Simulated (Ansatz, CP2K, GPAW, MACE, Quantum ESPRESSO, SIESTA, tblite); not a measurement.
## Generalised stacking fault on (110) of a KCl-RbCl solid solution (80 atoms) in CP2K

Aim: run generalised stacking fault on (110) of a KCl-RbCl solid solution (80 atoms) in CP2K and see how near its forces come to a plane-wave reference, and at what cost.

Method: the method is named at each step, in CP2K 2026.2.

**1. The starting structure**

The cell holds 80 atoms: 13 Rb, 40 Cl and 27 K. Cell: a = 7.339 Å, b = 10.379 Å, c = 26.265 Å, α = 90.0°, β = 82.6°, γ = 90.0°. CsCl-type KCl lattice (a = 3.6697 Å, the value set for the mixture), cell with z along [110], 2 x 2 x 5 periods; the third cell vector is tilted by 0.917 of [001] and lengthened by 0.1 Å, so the cell holds one fault; displaced by a Gaussian of 0.01 Å; 13 of 40 K sites given to Rb at random (lattice constant by Vegard's rule between KCl and RbCl). Then every atom was moved at random, 0.02 Å r.m.s. a Cartesian component. The structure's axis is c.

The yardstick, on the same geometry:

```
method                                           : Kohn-Sham DFT, PBE, SSSP efficiency 1.3.0 pseudopotentials, plane waves (Quantum ESPRESSO 7.5); sssp-pbe-1.3.0-efficiency, cutoffs 45/360 Ry, Γ point
r.m.s. force component                           : 0.1126 eV/Å
longest force                                    : 0.3886 eV/Å
pressure                                         : 5.378 GPa
gap (highest filled to lowest empty level) : 5.531 eV
time                                             : 7.2 min on 4 MPI ranks of Arm Neoverse V2, shared host
CPU time                                         : 29 min
```

**2. PBE, DZVP-MOLOPT-SR, 600/50 Ry, diagonalisation**

Method: Kohn-Sham DFT, PBE, GTH-PBE pseudopotentials, Gaussian and plane waves, DZVP-MOLOPT-SR-GTH, diagonalisation.

input.inp reads:

```
&GLOBAL
  PROJECT cell
  RUN_TYPE ENERGY_FORCE
  PRINT_LEVEL LOW
&END GLOBAL
&FORCE_EVAL
  METHOD QS
  STRESS_TENSOR ANALYTICAL
  &DFT
    BASIS_SET_FILE_NAME BASIS_MOLOPT
    POTENTIAL_FILE_NAME GTH_POTENTIALS
    &MGRID
      CUTOFF 600
      REL_CUTOFF 50
      NGRIDS 5
    &END MGRID
    &QS
      EPS_DEFAULT 1.0E-12
    &END QS
    &SCF
      SCF_GUESS ATOMIC
      EPS_SCF 1.0E-06
      MAX_SCF 200
      ADDED_MOS 52
      &DIAGONALIZATION
        ALGORITHM STANDARD
      &END DIAGONALIZATION
      &SMEAR ON
        METHOD FERMI_DIRAC
        ELECTRONIC_TEMPERATURE [K] 580
      &END SMEAR
      &MIXING
        METHOD BROYDEN_MIXING
        ALPHA 0.15
        NBROYDEN 8
      &END MIXING
      &PRINT
        &RESTART OFF
        &END RESTART
      &END PRINT
    &END SCF
    &XC
      &XC_FUNCTIONAL PBE
      &END XC_FUNCTIONAL
    &END XC
    &PRINT
      &MULLIKEN ON
      &END MULLIKEN
      &LOWDIN ON
      &END LOWDIN
      &HIRSHFELD ON
      &END HIRSHFELD
      &MO ON
        EIGENVALUES T
        OCCUPATION_NUMBERS T
        MO_INDEX_RANGE 309 332
        &EACH
          QS_SCF 0
        &END EACH
        ADD_LAST NUMERIC
      &END MO
    &END PRINT
  &END DFT
  &SUBSYS
    &CELL
      A 7.33940 0.00000 0.00000
      B 0.00000 10.37948 0.00000
      C 3.36387 0.00000 26.04870
    &END CELL
    &COORD
      SCALED
      Rb 0.54170 0.00245 0.99491
      Cl 0.20548 0.99900 0.09956
      K 0.04401 0.00026 0.99682
      Cl 0.70697 0.99849 0.10081
      K 0.54138 0.49989 0.99462
      Cl 0.20767 0.50098 0.09902
      K 0.04450 0.50029 0.99432
      Cl 0.70926 0.49724 0.09989
      K 0.95579 0.25225 0.09823
      Cl 0.16155 0.24752 0.19788
      Rb 0.45513 0.25078 0.09889
      Cl 0.66154 0.25046 0.19752
      K 0.90859 0.00294 0.19851
      Cl 0.11283 0.99996 0.29818
      Rb 0.40802 0.00177 0.19826
      Cl 0.61394 0.99780 0.29888
      K 0.95525 0.74750 0.10044
      Cl 0.15512 0.74911 0.19929
      K 0.45462 0.74924 0.10010
      Cl 0.66590 0.75172 0.19867
      K 0.91267 0.50167 0.19898
      Cl 0.11319 0.49887 0.29871
      K 0.40734 0.49737 0.19818
      Cl 0.61501 0.50070 0.29971
      K 0.85970 0.25027 0.29885
      Cl 0.06852 0.25013 0.39755
      K 0.35867 0.24990 0.30054
      Cl 0.56690 0.25115 0.39770
      Rb 0.81299 0.99793 0.39667
      Cl 0.02496 0.00669 0.49770
      Rb 0.30934 0.99990 0.39885
      Cl 0.52097 0.00058 0.49750
      K 0.86422 0.74906 0.29693
      Cl 0.06482 0.75088 0.39794
      Rb 0.36318 0.75179 0.29847
      Cl 0.57140 0.75084 0.39863
      K 0.81614 0.50242 0.39668
      Cl 0.01631 0.50148 0.49823
      K 0.31624 0.49740 0.39731
      Cl 0.51887 0.49770 0.49679
      Rb 0.77007 0.24820 0.49693
      Cl 0.96970 0.24675 0.59726
      K 0.27474 0.25037 0.49738
      Cl 0.47730 0.25047 0.59757
      K 0.72794 0.99620 0.59707
      Cl 0.93095 0.99848 0.69787
      K 0.23262 0.00299 0.59788
      Cl 0.43291 0.99912 0.69503
      K 0.77638 0.75186 0.49792
      Cl 0.97733 0.74982 0.59802
      K 0.27398 0.74814 0.49836
      Cl 0.47737 0.74899 0.59773
      K 0.72359 0.49744 0.59845
      Cl 0.93084 0.50115 0.69756
      Rb 0.22442 0.49972 0.59708
      Cl 0.43134 0.50006 0.69699
[... 20 atom lines left out ...]
      K 0.59086 0.74894 0.89554
      Cl 0.79308 0.75235 0.99677
      Rb 0.09481 0.74954 0.89576
      Cl 0.29487 0.75252 0.99580
    &END COORD
    &KIND Rb
      BASIS_SET DZVP-MOLOPT-SR-GTH-q9
      POTENTIAL GTH-PBE-q9
    &END KIND
    &KIND Cl
      BASIS_SET DZVP-MOLOPT-SR-GTH-q7
      POTENTIAL GTH-PBE-q7
    &END KIND
    &KIND K
      BASIS_SET DZVP-MOLOPT-SR-GTH-q9
      POTENTIAL GTH-PBE-q9
    &END KIND
  &END SUBSYS
  &PRINT
    &FORCES ON
    &END FORCES
    &STRESS_TENSOR ON
    &END STRESS_TENSOR
  &END PRINT
&END FORCE_EVAL
```

Started as:

```sh
OMP_NUM_THREADS=1 mpirun -np 4 cp2k.psmp -i input.inp > output.txt
```

Numbers of over 12 decimals in the logs are rounded to 6 here.

What it wrote:

```text
CP2K| version string:                                       CP2K version 2026.2
 CP2K| Input file name                                                 input.inp
 GLOBAL| Basis set file name                                        BASIS_MOLOPT
 GLOBAL| Potential file name                                      GTH_POTENTIALS
 GLOBAL| Run type                                                   ENERGY_FORCE
 GLOBAL| Total number of message passing processes                             4
 GLOBAL| Number of threads for this process                                    1
 TOTAL NUMBERS AND MAXIMUM NUMBERS
  Total number of            - Atomic kinds:                                   3
                             - Atoms:                                         80
                             - Shell sets:                                    80
                             - Shells:                                       440
                             - Primitive Cartesian functions:                413
                             - Cartesian basis functions:                   1160
                             - Spherical basis functions:                   1080
  Maximum angular momentum of- Orbital basis functions:                        2
                             - Local part of the GTH pseudopotential:          2
                             - Non-local part of the GTH pseudopotential:      3
 SCF PARAMETERS         Density guess:                                    ATOMIC
                        max_scf:                                             200
                        eps_scf:                                        1.00E-06
                        added MOs                                        52    0
                        Mixing method:                            BROYDEN_MIXING
                                                charge density mixing in g-space
                        Smear method:                                FERMI_DIRAC
                        Electronic temperature [K]:                        580.0
                        Electronic temperature [a.u.]:                  1.84E-03
                        Accuracy threshold:                             1.00E-10
 Extrapolation method: initial_guess
 Number of electrons:                                                        640
 Number of occupied orbitals:                                                320
 Number of molecular orbitals:                                               372
 Number of orbital functions:                                               1080
 Number of independent orbital functions:                                   1080
 SCF WAVEFUNCTION OPTIMIZATION
  Step     Update method      Time    Convergence         Total energy    Change
     1 NoMix/Diag. 0.15E+00    4.1     0.93336506     -1684.0862905137 -1.68E+03
     2 Broy./Diag. 0.15E+00    6.7     0.02644621     -1658.0733831182  2.60E+01
     3 Broy./Diag. 0.15E+00    6.7     0.08173578     -1670.7488532040 -1.27E+01
     4 Broy./Diag. 0.15E+00    6.7     0.00188554     -1679.6889763136 -8.94E+00
[...]
20 Broy./Diag. 0.15E+00    6.9     0.00000116     -1680.3156340831  1.43E-05
    21 Broy./Diag. 0.15E+00    7.0     0.00000042     -1680.3156581081 -2.40E-05
  *** SCF run converged in    21 steps ***
  Electronic density on regular grids:       -640.0000000000        0.0000000000
  Core density on regular grids:              639.9999999995       -0.0000000005
  Total charge density on r-space grids:       -0.0000000005
  Total charge density g-space grids:          -0.0000000005
  Overlap energy of the core charge distribution:               0.000000
  Self energy of the core charge distribution:              -3497.119936
  Core Hamiltonian energy:                                    816.661389
  Hartree energy:                                            1286.935411
  Exchange-correlation energy:                               -286.792521
  Electronic entropic energy:                                  -0.000000
  Fermi energy:                                                 0.236254
  Total energy:                                             -1680.315658
  Total energy (extrapolated to T->0):                      -1680.315658
 MO| EIGENVALUES AND OCCUPATION NUMBERS
 MO|
 MO|  Index      Eigenvalue [a.u.]        Eigenvalue [eV]             Occupation
 MO|    309               0.082869               2.254979               2.000000
 MO|    310               0.082955               2.257315               2.000000
 MO|    311               0.083035               2.259496               2.000000
[...]
MO|    331               0.329556               8.967688               0.000000
 MO|    332               0.331603               9.023369               0.000000
 MO| Sum:                                                             640.000000
 MO| E(Fermi):            0.236254 a.u.          6.428794 eV
 MO| Band gap:            0.203512 a.u.          5.537842 eV
 !-----------------------------------------------------------------------------!
                     Mulliken Population Analysis
 #  Atom  Element  Kind  Atomic population                           Net charge
       1     Rb       1          8.542072                              0.457928
       2     Cl       2          7.525363                             -0.525363
       3     K        3          8.442940                              0.557060
[...]
# Total charge                            640.000000                 -0.000000
 !-----------------------------------------------------------------------------!
 !-----------------------------------------------------------------------------!
                           Hirshfeld Charges
  #Atom  Element  Kind  Ref Charge     Population                    Net charge
      1       Rb     1       9.000         10.023                        -1.023
      2       Cl     2       7.000          6.021                         0.979
      3       K      3       9.000          9.952                        -0.952
[...]
79       Rb     1       9.000         10.066                        -1.066
     80       Cl     2       7.000          6.039                         0.961
  Total Charge                                                           -0.000
 !-----------------------------------------------------------------------------!
 LOWDIN POPULATION ANALYSIS
 #  Atom  Element  Kind  Atomic population                           Net charge
[...]
79     Rb       1          9.050123                             -0.050123
      80     Cl       2          7.078651                             -0.078651
 # Total charge                            640.000000                 -0.000000
 ENERGY| Total FORCE_EVAL ( QS ) energy [hartree]          -1680.315665
 FORCES| Atomic forces [hartree/bohr]
 FORCES|   Atom     x               y               z               |f|
 FORCES|      1  8.51126541E-04 -1.19936750E-03  3.40738731E-03   3.71122447E-03
 FORCES|      2 -3.49929902E-03 -2.09158940E-03 -3.94450324E-03   5.67264891E-03
 FORCES|      3 -1.98596408E-03 -3.08952658E-04  1.00231755E-03   2.24591752E-03
[...]
FORCES|     79 -2.62650255E-03  1.34684448E-03  1.11456431E-03   3.15511637E-03
 FORCES|     80 -9.26824577E-04 -3.64094094E-03  3.22169209E-03   4.94921758E-03
 FORCES| Sum     1.35403575E-05  9.76976042E-06 -2.33472032E-05
 FORCES| Total atomic force                                       2.87033343E-05
 STRESS| Analytical stress tensor [bar]
 STRESS|                        x                   y                   z
 STRESS|      x        7.44318777795E+04  -4.65411773791E+01   1.27200811472E+03
 STRESS|      y       -4.65411773791E+01   5.03677389199E+04  -6.58293392430E+01
 STRESS|      z        1.27200811472E+03  -6.58293392430E+01   4.76733690306E+04
 STRESS| 1/3 Trace                                             5.74909952433E+04
```

The job ended after 2.7 min (4 MPI ranks of Arm Neoverse V2, shared host; peak memory 7.1 GiB; 11 min of CPU time).

Banners, paths, timers and routine set-up lines are dropped from the logs unmarked, and long logs keep their key lines alone; longer cuts are marked.

Compared with the plane-wave run:

| Quantity | Value |
| --- | --- |
| r.m.s. force component | 0.1204 eV/Å |
| r.m.s. difference of force components | 8.175 meV/Å |
| longest difference of force vectors | 28.09 meV/Å |
| force difference over r.m.s. force | 7.26 % |
| slope of forces against the reference's | 1.069 |
| correlation of force components | 0.9998 |
| gap (highest filled to lowest empty level) | 5.538 eV |
| gap difference | 0.007 eV |
| pressure | 5.749 GPa |
| pressure difference | 0.3714 GPa |

Length of the force difference by element (eV/Å):

| element | atoms | mean | most |
| --- | --- | --- | --- |
| Cl | 40 | 0.016 | 0.028 |
| K | 27 | 0.0075 | 0.017 |
| Rb | 13 | 0.013 | 0.020 |

Levels nearest the highest filled one (eV from it): -0.20, -0.19, -0.19, -0.17, -0.17, -0.15, -0.13, -0.08, -0.04, -0.02, -0.02, 0.00, 5.54, 6.05, 6.08, 6.13, 6.16, 6.19, 6.36, 6.37, 6.46, 6.48, 6.52, 6.57.

The surroundings of Rb71, whose charge lies farthest from its element's mean, nearest first, numbered as they follow in the input and with coordinates relative to it.

| atom | x | y | z | distance (Å) | bonds | Mulliken charge (e) | Fx | Fy | Fz (eV/Å) |
| --- | --- | --- | --- | --- | --- | --- | --- | --- | --- |
| Rb71 | 0.00 | 0.00 | 0.00 | 0.00 | 8 | 0.51 | -0.124 | -0.077 | -0.016 |
| Cl68 | 1.80 | 2.56 | -0.02 | 3.13 | 8 | -0.51 | -0.010 | 0.341 | 0.068 |
| Cl70 | -1.82 | 0.00 | 2.58 | 3.16 | 8 | -0.52 | -0.193 | -0.163 | 0.249 |
| Cl56 | 1.82 | -0.02 | -2.59 | 3.16 | 8 | -0.51 | -0.144 | -0.042 | -0.147 |
| Cl54 | -1.86 | -0.01 | -2.58 | 3.18 | 8 | -0.51 | 0.146 | -0.081 | -0.141 |
| Cl60 | 1.81 | -2.61 | 0.00 | 3.18 | 8 | -0.52 | -0.133 | -0.279 | 0.108 |
| Cl72 | 1.84 | 0.00 | 2.62 | 3.20 | 8 | -0.52 | 0.072 | -0.192 | 0.195 |
| Cl66 | -1.91 | 2.59 | -0.03 | 3.22 | 8 | -0.51 | 0.200 | 0.188 | 0.175 |
| Cl58 | -1.88 | -2.62 | 0.04 | 3.23 | 8 | -0.52 | 0.144 | -0.200 | 0.074 |

Forces lie 7.3 % from the reference's, at 0.37 times its CPU time.

**3. PBE, TZVP-MOLOPT (SR for Rb, K), 600/50 Ry, diagonalisation**

Method: Kohn-Sham DFT, PBE, GTH-PBE pseudopotentials, Gaussian and plane waves, TZVP-MOLOPT-GTH, diagonalisation.

input.inp: that of step 2 with these lines changed.

```diff
@@ -10,2 +10,3 @@
     BASIS_SET_FILE_NAME BASIS_MOLOPT
+    BASIS_SET_FILE_NAME BASIS_MOLOPT_UCL
     POTENTIAL_FILE_NAME GTH_POTENTIALS
@@ -50,4 +51,2 @@
       &END LOWDIN
-      &HIRSHFELD ON
-      &END HIRSHFELD
       &MO ON
@@ -69,8 +68,8 @@
     &END CELL
-    &COORD
-      SCALED
-[... 80 atom lines left out: the same atoms as in the first run ...]
-    &END COORD
+    &TOPOLOGY
+      COORD_FILE_NAME structure.xyz
+      COORD_FILE_FORMAT XYZ
+    &END TOPOLOGY
     &KIND Rb
-      BASIS_SET DZVP-MOLOPT-SR-GTH-q9
+      BASIS_SET TZVP-MOLOPT-SR-GTH-q9
       POTENTIAL GTH-PBE-q9
@@ -78,3 +77,3 @@
     &KIND Cl
-      BASIS_SET DZVP-MOLOPT-SR-GTH-q7
+      BASIS_SET TZVP-MOLOPT-GTH-q7
       POTENTIAL GTH-PBE-q7
@@ -82,3 +81,3 @@
     &KIND K
-      BASIS_SET DZVP-MOLOPT-SR-GTH-q9
+      BASIS_SET TZVP-MOLOPT-SR-GTH-q9
       POTENTIAL GTH-PBE-q9
```

structure.xyz reads:

```xyz
80

Rb 7.32250 0.02543 25.91611
Cl 1.84301 10.36910 2.59341
K 3.67618 0.00270 25.96587
Cl 5.52785 10.36381 2.62597
K 7.31918 5.18860 25.90856
Cl 1.85726 5.19991 2.57934
K 3.67137 5.19275 25.90074
Cl 5.54156 5.16109 2.60200
K 7.34536 2.61822 2.55876
Cl 1.85132 2.56913 5.15452
Rb 3.67303 2.60297 2.57596
Cl 5.51974 2.59964 5.14514
K 7.33627 0.03052 5.17093
Cl 1.83114 10.37906 7.76720
Rb 3.66154 0.01837 5.16442
Cl 5.51134 10.35665 7.78544
K 7.34883 7.75866 2.61633
Cl 1.80887 7.77537 5.19125
K 3.67336 7.77672 2.60747
Cl 5.55561 7.80246 5.17510
[... 56 atom lines left out ...]
K 7.34904 7.77361 23.32765
Cl 9.17374 7.80900 25.96456
Rb 3.70907 7.77984 23.33338
Cl 5.51391 7.81077 25.93930
```

What it wrote:

```text
CP2K| version string:                                       CP2K version 2026.2
 CP2K| Input file name                                                 input.inp
 GLOBAL| Basis set file name                                        BASIS_MOLOPT
 GLOBAL| Potential file name                                      GTH_POTENTIALS
 GLOBAL| Run type                                                   ENERGY_FORCE
 GLOBAL| Total number of message passing processes                             4
 GLOBAL| Number of threads for this process                                    1
 TOTAL NUMBERS AND MAXIMUM NUMBERS
  Total number of            - Atomic kinds:                                   3
                             - Atoms:                                         80
[... lines left out ...]
                        Smear method:                                FERMI_DIRAC
[... lines left out ...]
 Number of electrons:                                                        640
[... lines left out ...]
  Step     Update method      Time    Convergence         Total energy    Change
[... lines left out ...]
  *** SCF run converged in    21 steps ***
[... lines left out ...]
  Fermi energy:                                                 0.232659
  Total energy:                                             -1680.506331
  Total energy (extrapolated to T->0):                      -1680.506331
[... lines left out ...]
 MO| E(Fermi):            0.232659 a.u.          6.330965 eV
[... lines left out ...]
       1     Rb       1          8.298777                              0.701223
       2     Cl       2          7.876657                             -0.876657
       3     K        3          8.000094                              0.999906
[...]
# Total charge                            640.000000                 -0.000000
 !-----------------------------------------------------------------------------!
 LOWDIN POPULATION ANALYSIS
 #  Atom  Element  Kind  Atomic population                           Net charge
[...]
79     Rb       1          8.669303                              0.330697
      80     Cl       2          7.308571                             -0.308571
 # Total charge                            640.000000                 -0.000000
 ENERGY| Total FORCE_EVAL ( QS ) energy [hartree]          -1680.506351
 FORCES| Atomic forces [hartree/bohr]
 FORCES|   Atom     x               y               z               |f|
 FORCES|      1  7.97780320E-04 -1.18501389E-03  3.41219466E-03   3.69915987E-03
 FORCES|      2 -3.49272036E-03 -2.07916707E-03 -3.86547353E-03   5.60927062E-03
 FORCES|      3 -1.95859980E-03 -3.46118630E-04  9.49013530E-04   2.20375542E-03
[...]
FORCES|     79 -2.56647176E-03  1.26864810E-03  1.07395928E-03   3.05771710E-03
 FORCES|     80 -8.64139098E-04 -3.55119147E-03  3.16428683E-03   4.83429502E-03
 FORCES| Sum     1.40308005E-05  8.68335384E-06 -2.09991413E-05
 FORCES| Total atomic force                                       2.67063276E-05
 STRESS| Analytical stress tensor [bar]
 STRESS|                        x                   y                   z
 STRESS|      x        7.35466256077E+04  -4.66991634441E+01   1.22868965808E+03
 STRESS|      y       -4.66991634441E+01   5.01527889629E+04  -4.19036289993E+01
 STRESS|      z        1.22868965808E+03  -4.19036289993E+01   4.76100093439E+04
 STRESS| 1/3 Trace                                             5.71031413048E+04
```

The job ended after 3.2 min (4 MPI ranks; peak memory 7.6 GiB).

Against the reference:

```yaml
r_m_s_force_component: 0.1183 eV/Å
r_m_s_difference_of_force_components: 5.885 meV/Å
longest_difference_of_force_vectors: 19.34 meV/Å
force_difference_over_r_m_s_force: 5.226 %
slope_of_forces_against_the_reference_s: 1.05
correlation_of_force_components: 0.9999
spacing_of_highest_filled_and_lowest_empty_level: 5.504 eV
gap_difference: -0.0267 eV
pressure: 5.71 GPa
pressure_difference: 0.3326 GPa
```

Against the first run (7.3 %), the force difference from the reference is 5.2 %, at 1.2 times the CPU time, with 1400 basis functions against 1080: the larger basis brings the forces nearer.

(Part 1 of 3 ends here.)

[Also dropped from logs without a mark: logging warnings of Python, and SIESTA's first energy breakdown and zero terms.]

[Logs are printed without paths, hosts, clocks, repeated set-up lines and the standing remarks that a program may print on its own settings, such as how far it seeks lower states.]

[Hosts, paths, dates, database ids (printed as entryN), source tags and the programs' standing remarks are cut or masked in the printed files.]
